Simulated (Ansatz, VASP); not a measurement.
Si: VASP beside Ansatz

```
CELL_PARAMETERS angstrom
3.53004 0.00000 0.00000
-1.76502 3.05710 0.00000
0.00000 0.00000 2.18809
ATOMIC_POSITIONS crystal
Si 0.00000 0.00000 0.00000
Si 0.33333 0.66667 0.50000
Si 0.66667 0.33333 0.50000
```

Alike in both runs: task relaxation of cell and atoms; functional PBEsol; k mesh 6 × 6 × 8; occupations gaussian, width 0.1 eV; no spin polarisation.

|  | VASP | Ansatz |
| --- | --- | --- |
| version | VASP 6.6.1 | Ansatz 0.2.0 |
| potentials or method | VASP PAW PBE potentials, release 64 (Si) | scalar-relativistic, plane waves, PAW |
| plane-wave cutoff (eV) | 600 | 420 |
| valence electrons in the cell | 12 | 12 |

Ansatz gave:

```
gap on the k mesh at the Fermi level, each at its own relaxed structure (eV) : none
relaxed volume (Å³/atom)                                                     : 14.39
relaxed cell length with the largest relative difference (Å)                 : 2.595
energy change over the relaxation (meV/atom)                                 : -2597
```

Estimate VASP's values.

gap on the k mesh at the Fermi level, each at its own relaxed structure (eV): none; relaxed volume (Å³/atom): 14.43; relaxed cell length with the largest relative difference (Å): 2.598; energy change over the relaxation (meV/atom): -2611.

A gap of «none» marks a metal or a gap that the smearing closes.

Caveats: the volume moved by over 15 % at a fixed basis, so the end points are rough (VASP); the PAW data sets were made with another functional, which shifts forces and pressure a little (VASP).
